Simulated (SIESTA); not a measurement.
## ScAl3 in SIESTA: the effect of basis

Crystal: ScAl3.

```
CELL_PARAMETERS angstrom
4.08781 0.00000 0.00000
0.00000 4.08781 0.00000
0.00000 0.00000 4.08781
ATOMIC_POSITIONS crystal
Sc 0.00000 0.00000 0.00000
Al 0.50000 0.50000 0.00000
Al 0.00000 0.50000 0.50000
Al 0.50000 0.00000 0.50000
```

The cell is a database's computed one.

Alike in all runs:

| Property | Result |
| --- | --- |
| Program | SIESTA 5.4.2 |
| Task | band structure |
| Functional | PBEsol |
| Potentials or basis | PseudoDojo 0.4 standard (PBEsol files) |
| Grid cutoff | 800 Ry |
| Energy shift | 0.003 Ry |
| k mesh | 7 × 7 × 7 |
| Occupations | fermi-dirac, width 0.05 eV |
| Spin | no spin polarisation |

```csv
basis,pressure (GPa)
SZ,?
SZP,2.0
DZ,1.7
DZP,-1.1
TZP,-1.2
TZDP,-1.2
```

Task: What does the run with basis SZ give?

Result: Pressure 6.8 GPa.

Caveats: the basis of atomic orbitals isn't converged, which shifts pressures, moduli and gaps; the basis has no polarisation orbitals (some runs).
